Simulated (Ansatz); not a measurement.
## Zr2COF MXene monolayer in a perpendicular field

Aim: how the Zr2COF MXene monolayer screens a field along its normal, and what the field does to its bands. A positive field points along +c.

Main program and level: Ansatz 0.2.0; plane-wave DFT, PBE-D3(BJ), Ansatz PAW (set soft_1); PAW set soft_1.

### Step 1. The starting structure

The cell holds 5 atoms: 1 F, 2 Zr, 1 C and 1 O. Its edges and angles: a = 3.289 Å, b = 3.289 Å, c = 40.572 Å, α = 90.0°, β = 90.0°, γ = 120.0°. Vacuum lies along c.

### Step 2. Relaxation

The starting cell is a guess, so the in-plane lattice and the atoms are relaxed first, with the slab cut off from its images along the normal.

input.yaml

```yaml
crystal:
  lattice:
    - [3.289, 0.0, 0.0]
    - [-1.6445, 2.848357553, 0.0]
    - [0.0, 0.0, 40.5718145983]
  atoms:
    - { symbol: F, position: [0.3333333333, 0.6666666667, 0.4411929853] }
    - { symbol: Zr, position: [0.6666666667, 0.3333333333, 0.4657812231], spin: 1.0 }
    - { symbol: C, position: [0.0, 0.0, 0.4977677583] }
    - { symbol: Zr, position: [0.3333333333, 0.6666666667, 0.5297542934], spin: 1.0 }
    - { symbol: O, position: [0.6666666667, 0.3333333333, 0.5588070147] }
  periodic: [true, true, false]
magnetization:
  spin_polarized: true
kpoints:
  mp_grid: { grid: [12, 12, 1] }
hamiltonian:
  xc: pbe
  dispersion: d3bj
  pseudopotentials: { kind: paw, azcp: { folder: soft_1 } }
scf:
  occupations: { method: fermi_dirac, width: 0.05 }
  convergence: { dr2_threshold: 1.0e-09 }
relax:
  f_tol: 0.004
  max_steps: 90
  cell: {}
output:
  write_potential: true
  write_density: true
  volumetric_format: npy
```

Command:

```sh
> ansatz run input.yaml --threads 2 --pin off --max-ram 3072MiB --backend cpu --events-out ev --progress --plain --runs-dir out
```

Numbers of over 12 decimals in the logs are rounded to 6 here.

What it wrote:

```text
Warning: relax.cell: scf.convergence.dr2_threshold = 1e-9 eV is looser than the 2.29140738368e-10 eV advised for a relaxation that steers and ends on the stress (1e-10 eV for each atom of the cell: 5, times the square of relax.cell.stress_2d_tol = 0.05 N/m over 14.8 Å (the atoms' height at the walk's start and 5 Å past either face), 3.385e-2 GPa, over a crystal's default 0.05). What an SCF threshold leaves in a stress goes as its square root, and in the free energy as the threshold itself, and one threshold admits the most on a small cell: [figures from the program's tests cut] Set scf.convergence.dr2_threshold to 2.29140738368e-10 eV or tighter. [rest of the remark cut]
Engine: ansatz 0.2.0, aarch64-unknown-linux-gnu
Pseudopotentials: kind: paw
Pseudopotential: F, paw, valence charge 7, recommended cutoff 420 eV (normal), soft_1/F.paw.azcp
Pseudopotential: Zr, paw, valence charge 12, recommended cutoff 420 eV (normal), soft_1/Zr.paw.azcp
Pseudopotential: C, paw, valence charge 4, recommended cutoff 420 eV (normal), soft_1/C.paw.azcp
Pseudopotential: O, paw, valence charge 6, recommended cutoff 420 eV (normal), soft_1/O.paw.azcp
Functional definition: PBE
  parameter kappa = 0.804
  parameter beta = 0.066725
  exchange = pbe_x(kappa = kappa, mu = beta*pi^2/3)
  correlation = pbe_c(beta = beta)
Crystal: 5 atoms, lattice volume = 380.087 Å³
Basis set: ecut = 420 eV, 7587 PW (Γ), exchange–correlation on 48×48×576 points (8 copies of the dense FFT grid, shifted against one another)
Bands: 27, of which v1, the nominal top of the filled ones, is band 21 counted from 1 (20 counted from 0)
Symmetry: 6 space group operations
Space group: P3m1 (ITA 156), of the structure as read, at distance tolerance 7.2e-5 Å
Magnetic group: BNS 156.49 (UNI 1279), of the structure as read, at distance tolerance 7.2e-5 Å
k-points: 19 of 144 (time reversal used)
Non-local potential: F, projectors of the file, l = 0: 2, l = 1: 2, l = 2: 1
Non-local potential: Zr, projectors of the file, l = 0: 3, l = 1: 2, l = 2: 2, l = 3: 1
Non-local potential: C, projectors of the file, l = 0: 2, l = 1: 2, l = 2: 1
Non-local potential: O, projectors of the file, l = 0: 2, l = 1: 2, l = 2: 1
PAW form: soft (Blöchl's): semilocal exchange-correlation on the pseudo side does not see the compensation charge
PAW one-centre angular grid: F, 110 points (default); XC on 64 Gauss nodes
PAW one-centre angular grid: Zr, 590 points (default); XC on 64 Gauss nodes
PAW one-centre angular grid: C, 110 points (default); XC on 64 Gauss nodes
PAW one-centre angular grid: O, 110 points (default); XC on 64 Gauss nodes
Initial density: superposition of atomic densities (neutral atoms: chi_scale 0, normalization atom)
Starting moments: Σ|m| = 2 μB on 2 of 5 sites
Initial wavefunctions: pseudopotential atomic-orbital guess
Functional: x = pbe(κ = 0.804, μ = 0.219515), c = pbe(β = 0.066725)
SCF iter   1: F=—  HF=-10006.191679 eV  |F-HF|=—  |Δ(HF+E_count)|=         —  Δρ=3.24e-2 (↑3.24e-2 ↓3.08e-2)  dr2=3.01e1  dr2_m=1.87e-1  M=0.462 μB ∫|m|=0.612 μB  β_m=0.30  ethr=3.10e-3  ⟨swp⟩=14.9  Hψ=8016  notcnv=0
Mixer restart at iter 1: flushing history
preconditioner: auto → Resta (q_TF=auto, 1.882 Å⁻¹)  ε∞=1.7  [insulator: Δε(μ)=0.275 eV  Ē_g=10.752 eV  σ=0.050 eV  W_gap=0.87  n_scr=24 (ndim 8)  ℏωp=9.1 eV  f_vac=0.793  D(μ)=0.28/eV (n_scr^D=4)  ε∞_Penn≈1.7  vacuum switching on, ρ_ref=8.4e-3 e/Å³]
spin=Collinear: Resta preconditioning applied to the charge; magnetization (m = ρ↑ − ρ↓) channel mixes plain (no charge-response kernel on spin).
SCF iter   2: F=—  HF=-10000.934274 eV  |F-HF|=—  |Δ(HF+E_count)|=    5.26e0  Δρ=1.87e-2 (↑1.68e-2 ↓1.87e-2)  dr2=2.50e1  dr2_m=9.08e-2  M=0.814 μB ∫|m|=0.848 μB  β_m=0.26  ethr=3.10e-3  ⟨swp⟩=8.8  Hψ=3873  notcnv=0  defer=57
preconditioner: auto → LDOS  [metal: Δε(μ)=0.048 eV  Ē_g=9.345 eV  σ=0.050 eV  W_gap=0.23  n_scr=24 (ndim 8)  ℏωp=9.1 eV  f_vac=0.798  D(μ)=2.99/eV (n_scr^D=14)]
spin=Collinear: LDOS preconditioning applied to the charge; magnetization (m = ρ↑ − ρ↓) channel mixes plain (no charge-response kernel on spin).
SCF iter   3: F=—  HF=-10000.691697 eV  |F-HF|=—  |Δ(HF+E_count)|=   2.43e-1  Δρ=1.11e-2 (↑1.11e-2 ↓9.97e-3)  dr2=2.53e0  dr2_m=7.34e-2  M=0.442 μB ∫|m|=0.548 μB  β_m=0.49  ethr=3.10e-3  ⟨swp⟩=5.7  Hψ=2518  notcnv=0  defer=30
SCF iter   4: F=—  HF=-10000.373863 eV  |F-HF|=—  |Δ(HF+E_count)|=   3.18e-1  Δρ=5.77e-3 (↑5.14e-3 ↓5.77e-3)  dr2=3.71e0  dr2_m=1.27e-2  M=0.339 μB ∫|m|=0.406 μB  β_m=0.50  ethr=3.10e-3  ⟨swp⟩=8.9  Hψ=3284  notcnv=0  defer=72
SCF iter   5: F=—  HF=-10000.295399 eV  |F-HF|=—  |Δ(HF+E_count)|=   7.85e-2  Δρ=2.86e-3 (↑1.93e-3 ↓2.86e-3)  dr2=4.44e-1  dr2_m=4.03e-3  M=0.207 μB ∫|m|=0.267 μB  β_m=0.61  ethr=3.10e-3  ⟨swp⟩=5.3  Hψ=1940  notcnv=0  defer=54
SCF iter   6: F=—  HF=-10000.289702 eV  |F-HF|=—  |Δ(HF+E_count)|=   5.70e-3  Δρ=1.09e-3 (↑7.19e-4 ↓1.09e-3)  dr2=2.60e-2  dr2_m=1.21e-3  M=0.119 μB ∫|m|=0.158 μB  β_m=0.77  ethr=1.08e-3  ⟨swp⟩=4.0  Hψ=1802  notcnv=0  defer=49
SCF iter   7: F=—  HF=-10000.298010 eV  |F-HF|=—  |Δ(HF+E_count)|=         —  Δρ=5.73e-4 (↑4.17e-4 ↓5.73e-4)  dr2=1.26e-3  dr2_m=5.49e-4  M=0.048 μB ∫|m|=0.065 μB  β_m=0.77  ethr=6.35e-5  ⟨swp⟩=4.7  Hψ=2492  notcnv=0  defer=51
SCF iter   8: F=—  HF=-10000.298578 eV  |F-HF|=—  |Δ(HF+E_count)|=   5.67e-4  Δρ=2.22e-4 (↑2.22e-4 ↓2.22e-4)  dr2=6.93e-4  dr2_m=1.43e-4  M=0.027 μB ∫|m|=0.036 μB  β_m=0.88  ethr=3.08e-6  ⟨swp⟩=3.8  Hψ=2534  notcnv=0  defer=43
SCF iter   9: F=—  HF=-10000.298808 eV  |F-HF|=—  |Δ(HF+E_count)|=   2.30e-4  Δρ=1.22e-4 (↑1.22e-4 ↓9.68e-5)  dr2=3.46e-4  dr2_m=2.81e-5  M=0.012 μB ∫|m|=0.016 μB  β_m=0.81  ethr=1.69e-6  ⟨swp⟩=3.7  Hψ=2160  notcnv=0  defer=46
SCF iter  10: F=—  HF=-10000.298820 eV  |F-HF|=—  |Δ(HF+E_count)|=   1.22e-5  Δρ=6.71e-5 (↑4.49e-5 ↓6.71e-5)  dr2=1.25e-4  dr2_m=4.28e-6  M=0.004 μB ∫|m|=0.005 μB  β_m=0.87  ethr=8.43e-7  ⟨swp⟩=3.4  Hψ=2120  notcnv=0  defer=39
SCF iter  11: F=—  HF=-10000.298818 eV  |F-HF|=—  |Δ(HF+E_count)|=   2.43e-6  Δρ=1.66e-5 (↑1.35e-5 ↓1.66e-5)  dr2=2.63e-6  dr2_m=5.06e-7  M=0.001 μB ∫|m|=0.001 μB  β_m=0.83  ethr=3.06e-7  ⟨swp⟩=3.2  Hψ=1803  notcnv=0  defer=39
SCF iter  12: F=—  HF=-10000.298818 eV  |F-HF|=—  |Δ(HF+E_count)|=   5.97e-7  Δρ=7.54e-6 (↑7.54e-6 ↓3.14e-6)  dr2=1.65e-6  dr2_m=5.07e-8  M=0.000 μB ∫|m|=0.000 μB  β_m=0.89  ethr=6.40e-9  ⟨swp⟩=3.8  Hψ=2483  notcnv=0  defer=38
[...]
relax step   3: F+E_penalty+E_count = -10001.22744782 eV  Δ(F+E_penalty+E_count) = -5.890e-2 eV  max|allowed force component| = 7.893e-2 eV/Å  Δτ_max = 0.0535 Å  P = +0.334 N/m  Ω = 375.749 Å³  energy of the carried Pulay correction = +1.167e-3 eV  fix = [c, alpha, beta]  reactions: c +0.000 N/m  (11 SCF iters, accepted)
[...]
relax step   4: F+E_penalty+E_count = -10001.22761653 eV  Δ(F+E_penalty+E_count) = -1.687e-4 eV  max|allowed force component| = 2.927e-2 eV/Å  Δτ_max = 0.0029 Å  P = +0.046 N/m  Ω = 376.376 Å³  energy of the carried Pulay correction = +9.979e-4 eV  fix = [c, alpha, beta]  reactions: c +0.000 N/m  (8 SCF iters, accepted)
[...]
relax step   5: F+E_penalty+E_count = -10001.22748719 eV  Δ(F+E_penalty+E_count) = +1.293e-4 eV  max|allowed force component| = 1.124e-2 eV/Å  Δτ_max = 0.0033 Å  P = -0.061 N/m  Ω = 376.801 Å³  energy of the carried Pulay correction = +8.831e-4 eV  fix = [c, alpha, beta]  (7 SCF iters, rejected (line search))
[...]
relax step   6: F+E_penalty+E_count = -10001.22760439 eV  Δ(F+E_penalty+E_count) = +1.215e-5 eV  max|allowed force component| = 1.877e-3 eV/Å  Δτ_max = 0.0013 Å  P = +0.008 N/m  Ω = 376.521 Å³  energy of the carried Pulay correction = +9.588e-4 eV  fix = [c, alpha, beta]  reactions: c +0.000 N/m  (6 SCF iters, accepted)
Initial wavefunctions: pseudopotential atomic-orbital guess (no wavefunctions were taken with the density)
iter 1 solved again at ethr=5.68e-8 eV; its pass at ethr=3.10e-3 eV (dr2=2.33e-5 eV) is discarded
SCF iter   1: F=—  HF=-10001.226677 eV  |F-HF|=—  |Δ(HF+E_count)|=         —  Δρ=1.15e-5 (↑1.15e-5 ↓1.15e-5)  dr2=2.79e-7  dr2_m=3.62e-11  M=0.000 μB ∫|m|=0.000 μB  β_m=0.65  ethr=5.68e-8  ⟨swp⟩=7.7  Hψ=13388  notcnv=0
preconditioner: auto → LDOS  [metal: Δε(μ)=0.086 eV  Ē_g=9.237 eV  σ=0.050 eV  W_gap=0.37  n_scr=20 (ndim 8)  ℏωp=9.2 eV  f_vac=0.807  D(μ)=2.12/eV (n_scr^D=12)]
spin=Collinear: LDOS preconditioning applied to the charge; magnetization (m = ρ↑ − ρ↓) channel mixes plain (no charge-response kernel on spin).
SCF iter   2: F=—  HF=-10001.226677 eV  |F-HF|=—  |Δ(HF+E_count)|=   3.96e-7  Δρ=3.75e-6 (↑3.75e-6 ↓3.73e-6)  dr2=6.23e-8  dr2_m=1.33e-11  M=0.000 μB ∫|m|=0.000 μB  β_m=0.53  ethr=6.81e-10  ⟨swp⟩=3.2  Hψ=2316  notcnv=0
SCF iter   3: F=—  HF=-10001.226677 eV  |F-HF|=—  |Δ(HF+E_count)|=   4.98e-8  Δρ=1.73e-6 (↑1.73e-6 ↓1.72e-6)  dr2=9.26e-9  dr2_m=6.76e-12  M=0.000 μB ∫|m|=0.000 μB  β_m=0.69  ethr=1.52e-10  ⟨swp⟩=3.2  Hψ=1801  notcnv=0
SCF iter   4: F=—  HF=-10001.226677 eV  |F-HF|=—  |Δ(HF+E_count)|=   2.41e-8  Δρ=4.74e-7 (↑4.74e-7 ↓4.71e-7)  dr2=1.48e-9  dr2_m=1.44e-12  M=0.000 μB ∫|m|=0.000 μB  β_m=0.71  ethr=2.26e-11  ⟨swp⟩=3.4  Hψ=2033  notcnv=0
SCF iter   5: F=-10001.226677 eV  HF=-10001.226677 eV  |F-HF|=8.46e-10  |Δ(HF+E_count)|=   6.81e-9  Δρ=7.34e-8 (↑7.34e-8 ↓7.19e-8)  dr2=1.05e-10  dr2_m=3.50e-13  M=0.000 μB ∫|m|=0.000 μB  ethr=2.44e-12  ⟨swp⟩=16.8  Hψ=8567  notcnv=0
the starting moments were not kept: the SCF closed with an absolute magnetisation of 2.2e-6 μB, where they sum to 2 μB in size (2 sites). That is at most 0.1 of that sum. Measured as dr2_m measures the in/out step, that magnetisation stands 4.4e-13 eV from none, at or under the dr2_threshold of 1.0e-9 eV: it is no larger than a step whose dr2_m would equal this threshold.
SCF 7 converged in 5 iterations: F = -10001.226677 eV  dr2 = 1.05e-10
relax step   7: F+E_penalty+E_count = -10001.22667699 eV  Δ(F+E_penalty+E_count) = +9.274e-4 eV  max|allowed force component| = 1.966e-3 eV/Å  Δτ_max = 0.0000 Å  P = -0.014 N/m  Ω = 376.521 Å³  fix = [c, alpha, beta]  reactions: c -0.000 N/m  stress off target by 1.36e-2 N/m on what of the cell is left free  SCF on the basis re-selected at this cell (its energy is not comparable with the rows above)  (5 SCF iters)
basis re-selected at this cell: Δ(F+E_penalty+E_count) = +9.274e-4 eV, ΔP = -0.021 N/m vs the last step (what re-selecting the basis moved, of the pressure what is left beyond the Pulay correction that the steps carried, after the strain that the cell walked since its last selection, with what the two solves' SCF thresholds leave and, on support functions, any second-order correction that the steps lacked; it is no m [...]
WARN: The output density's exchange-correlation potential varies sharply where the density is thin. Do not read a vacuum level from v_tot or v_xc, or from such a field of the output density. On a cell that repeats whose density bears no net charge and no dipole along the vacuum's axis use v_es (v_loc + v_h of the components); under efield.dipole_correction with no amplitude use v_es + v_field, which holds any externa [...]
SCF converged after 5 iterations
Magnetization: 0.0000 μB (20.5000 up, 20.5000 down)
Absolute magnetization: 0.0000 μB (∫|ρ↑−ρ↓|, with the PAW one-centre terms)
Spin contamination: 0.0000 ħ² per cell (⟨S²⟩ above its minimum at these occupations)
Per-site moments (μB) at R_I (Å): [(4.1438155188322804e-8, 0.952037), (5.712733327759703e-7, 0.930707), (-2.4327093870655856e-7, 0.930707), (1.3076607199293404e-7, 0.875041), (9.347813202413021e-8, 0.875041)]
Free energy (F): -10001.226677 eV
Harris-Foulkes:  -10001.226677 eV  (|F-HF|=8.46e-10)
Internal energy: -10001.209925 eV  (E = F + TS)
E sigma→0 (E₀):  -10001.218301 eV
Entropy (-TS):   -0.016752 eV (-3.350 meV/atom)
Fermi energy:    -4.431328 eV
--- Per-component energies (eV) ---
  E_band       = -912.448512
  E_kinetic    = 1087.669850
  E_local      = -134531.012788  (includes V_loc(G=0)·N_el)
  E_nonlocal   = 309.357932
  E_hartree    = 66575.105816
  E_xc         = -508.130011
  E_vxc        = -617.752442  (∫ρ·V_xc dr)
  E_paw        = -6394.110284  (= ΣΔE_a)
  E_vpaw       = -310.924456  (= ΣTr[D̂ρ^β])
  E_aug_tail   = 0.001430  (compensation charges beyond the density's cutoff)
  E_ewald      = 63460.941358
  E_disp       = -1.033227  (pairwise vdW)
  E_smearing   = -0.016752  (= −TS)
  E_closure    = -0.000000  (closes the sum)
  Σ components = -10001.226677   (vs F -10001.226677, Δ=0.00e0)
--- Forces (eV/Å), atoms counted from 1 ---
  atom   1  F      0.00000000    -0.00000000     0.00066118
  atom   2  Zr     0.00000000     0.00000000    -0.00196620
  atom   3  C      0.00000000    -0.00000000     0.00095782
  atom   4  Zr     0.00000000     0.00000000    -0.00096202
  atom   5  O      0.00000000     0.00000000     0.00130604
  max |Σ_I F_I| component: 3.19e-6 eV/Å
--- 2D stress c σ (N/m, compression-positive) ---
       -0.013618       0.000000       0.000000
        0.000000      -0.013618      -0.000000
        0.000000      -0.000000      -0.000000
  P = ½ c Tr σ = -0.0136 N/m
--- Band table (eV; the first three rows and the last of 38) ---
  k-point 0 ↑: bands = [... 17 lower, -7.5749, -6.5770, -6.5770, -3.6802, -3.6802, -3.4527, -2.3579, -1.8757, ... 2 higher]
  k-point 1 ↑: bands = [... 17 lower, -7.5088, -6.8183, -6.6387, -3.9347, -3.5788, -3.3328, -2.4058, -1.7676, ... 2 higher]
  k-point 2 ↑: bands = [... 17 lower, -7.6287, -7.1383, -6.7738, -4.3432, -3.2789, -3.2572, -2.2730, -1.5296, ... 2 higher]
  k-point 18 ↓: bands = [... 17 lower, -8.0325, -7.7427, -7.5560, -3.6162, -2.8189, -2.4970, -1.4979, -1.4727, ... 2 higher]
  the weakly bound empty levels are not read free of the cell's end (no_gap_told)
--- Relaxed structure (6 steps of the walk, 5 accepted, 1 SCFs on fresh bases) ---
  F+E_penalty+E_count = -10001.22667699 eV   max|allowed force component| = 1.966e-3 eV/Å   (the final SCF, on the basis selected at the relaxed cell)
  cell:  # Å, volume = 376.5206 Å³
    - [3.273534, 0, 0]
    - [-1.636767, 2.834964, 0]
    - [0, 0, 40.5718145983]
  atoms:
    - { symbol: F, position: [0.333333, 0.666667, 0.435483] }
    - { symbol: Zr, position: [0.666667, 0.333333, 0.468133] }
    - { symbol: C, position: [3.378260835007007e-19, 0, 0.498508] }
    - { symbol: Zr, position: [0.333333, 0.666667, 0.533718] }
    - { symbol: O, position: [0.666667, 0.333333, 0.557461] }
```

The job ended after 4.7 min (2 threads of Arm Neoverse N1, shared host; peak memory 0.8 GiB; 9.2 min of CPU time).

The steps of the relaxation:

```csv
step,energy less that of the first step (eV),largest force component (eV/Å),volume (Å³)
1,0.0000,4.0519,380.09
2,-0.8697,1.4849,379.33
3,-0.9286,0.0789,375.75
4,-0.9288,0.0293,376.38
5,-0.9287,0.0112,376.80
6,-0.9288,0.0019,376.52
7*,-0.9279,0.0020,376.52
```

Relaxation steps marked * repeat the geometry before them on a plane-wave basis chosen anew for their cell, so energy and pressure can jump there. Relaxation step 5 was tried and not accepted.

Forces are held to the 6 operations that the run works with; a distortion that breaks them can't arise in this run.

```csv
cell as run,before,after,change
a (Å),3.289,3.274,-0.5 %
b (Å),3.289,3.274,-0.5 %
```

The atoms that moved most (Å, along periodic axes as changes of fractional coordinates times the final cell, across vacuum about the mean position):

```
atom     dx     dy      dz  length
  F1  0.000  0.000  -0.232   0.232
 Zr4  0.000  0.000   0.161   0.161
 Zr2  0.000  0.000   0.095   0.095
  O5  0.000  0.000  -0.055   0.055
  C3  0.000  0.000   0.030   0.030
```

The relaxed structure:

```xyz
5
Lattice="3.2735 0.0000 0.0000 -1.6368 2.8350 0.0000 0.0000 0.0000 40.5718" Properties=species:S:1:pos:R:3
F     0.0000    1.8900   17.6684
Zr    1.6368    0.9450   18.9930
C     0.0000    0.0000   20.2254
Zr    0.0000    1.8900   21.6539
O     1.6368    0.9450   22.6172
```

This step gave:

```
energy at zero smearing : -10001.2183 eV
```

The lattice constant a goes from 3.289 to 3.274 Å.

[end of part 1 of 2]

[Logs are printed without paths, hosts, clocks, repeated set-up lines and the standing remarks that a program may print on its own settings, such as how far it seeks lower states.]

[Hosts, paths, dates, database ids (printed as entryN), source tags and the programs' standing remarks are cut or masked in the printed files.]

[Maps of the electrostatic potential energy from Ansatz leave out the sawtooth potential of an applied field or a dipole correction, so their vacuum need not be flat; planar profiles and work functions include it.]
